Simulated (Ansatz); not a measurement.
# AgCl: projected DOS by orbital

```yaml
crystal:
  lattice:
    - [1.87091, -5.55660, 0.00000]
    - [1.87091, 5.55660, 0.00000]
    - [0.00000, 0.00000, 3.92404]
  atoms:
    - { symbol: Ag, position: [0.39656, 0.60344, 0.75000] }
    - { symbol: Ag, position: [0.60344, 0.39656, 0.25000] }
    - { symbol: Cl, position: [0.86545, 0.13455, 0.25000] }
    - { symbol: Cl, position: [0.13455, 0.86545, 0.75000] }
```

Atoms are numbered in the order listed.

Structure from Materials Project entry mp-570858 (possibly hypothetical), not relaxed further.

Level of theory: DFT, PBE, all-electron LAPW, scalar-relativistic (Ansatz 0.2.0).

Sampling and basis: a Γ-centred 9×9×8 k mesh, Fermi–Dirac smearing of 0.03 eV, basis error target 1 meV/atom, no spin polarisation.

States per eV for one atom of each kind, in 0.4 eV bins named by their centres, from the valence-band top, projected on a minimal set of Löwdin-orthogonalised atomic shells; orbitals are real harmonics on the Cartesian axes, equal curves share a column, and empty bins are left out, as is all above 7.1 eV, near the top of the computed bands.

Ag1 4d:

```
# E all dz2 dxz dyz dx2-y2 dxy
-5.2 0.09 0.04 0.01 0.02 0.02 0.01
-4.8 0.53 0.14 0.16 0.07 0.10 0.05
-4.4 0.89 0.18 0.37 0.06 0.14 0.13
-4.0 1.72 0.24 0.81 0.13 0.30 0.24
-3.6 1.42 0.19 0.32 0.31 0.45 0.15
-3.2 1.50 0.14 0.13 0.79 0.34 0.09
-2.8 2.96 0.39 0.11 1.31 0.66 0.50
-2.4 5.90 1.76 0.39 0.50 0.84 2.42
-2.0 4.64 1.22 0.64 1.01 0.91 0.85
-1.6 1.87 0.32 0.45 0.43 0.40 0.28
-1.2 1.51 0.23 0.44 0.23 0.44 0.17
-0.8 1.06 0.11 0.55 0.05 0.28 0.06
-0.4 0.58 0.02 0.47 0.02 0.06 0.02
0.0 0.08 0.00 0.07 0.00 0.00 0.00
2.4 0.01 0.00 0.00 0.00 0.00 0.00
2.8 0.01 0.00 0.00 0.00 0.01 0.00
3.2 0.04 0.00 0.01 0.02 0.01 0.00
3.6 0.01 0.00 0.00 0.01 0.00 0.00
4.0 0.01 0.00 0.00 0.00 0.00 0.00
4.4 0.01 0.00 0.00 0.00 0.00 0.00
4.8 0.01 0.00 0.00 0.00 0.00 0.00
```

Cl3 3p:

```
# E all pz px py
-5.2 0.39 0.13 0.19 0.07
-4.8 1.52 0.62 0.65 0.25
-4.4 1.77 0.66 0.56 0.55
-4.0 2.24 0.77 0.85 0.62
-3.6 1.41 0.56 0.41 0.45
-3.2 0.64 0.17 0.18 0.29
-2.8 0.46 0.11 0.10 0.25
-2.4 0.56 0.14 0.14 0.28
-2.0 0.75 0.19 0.20 0.36
-1.6 0.94 0.23 0.27 0.44
-1.2 1.24 0.31 0.33 0.61
-0.8 1.17 0.35 0.36 0.46
-0.4 0.65 0.27 0.28 0.10
0.0 0.09 0.07 0.02 0.00
1.2 0.01 0.00 0.00 0.00
1.6 0.02 0.00 0.01 0.01
2.0 0.04 0.01 0.01 0.02
2.4 0.06 0.02 0.02 0.03
2.8 0.11 0.03 0.05 0.03
3.2 0.26 0.06 0.17 0.03
3.6 0.09 0.04 0.02 0.02
4.0 0.07 0.04 0.01 0.02
4.4 0.07 0.04 0.01 0.02
4.8 0.09 0.05 0.02 0.02
5.2 0.03 0.01 0.01 0.00
6.0 0.03 0.02 0.00 0.01
6.4 0.03 0.01 0.01 0.01
6.8 0.03 0.01 0.01 0.01
```

Ag1 5s:

```
# E all
-5.2 0.13
-4.8 0.30
-4.4 0.14
-4.0 0.07
-3.6 0.03
-3.2 0.02
-2.8 0.04
-2.4 0.05
-2.0 0.10
-1.6 0.04
-1.2 0.04
-0.8 0.03
-0.4 0.01
0.8 0.01
1.2 0.03
1.6 0.05
2.0 0.08
2.4 0.13
2.8 0.28
3.2 0.82
3.6 0.41
4.0 0.36
4.4 0.38
4.8 0.45
5.2 0.13
5.6 0.02
6.0 0.09
6.4 0.07
6.8 0.07
```
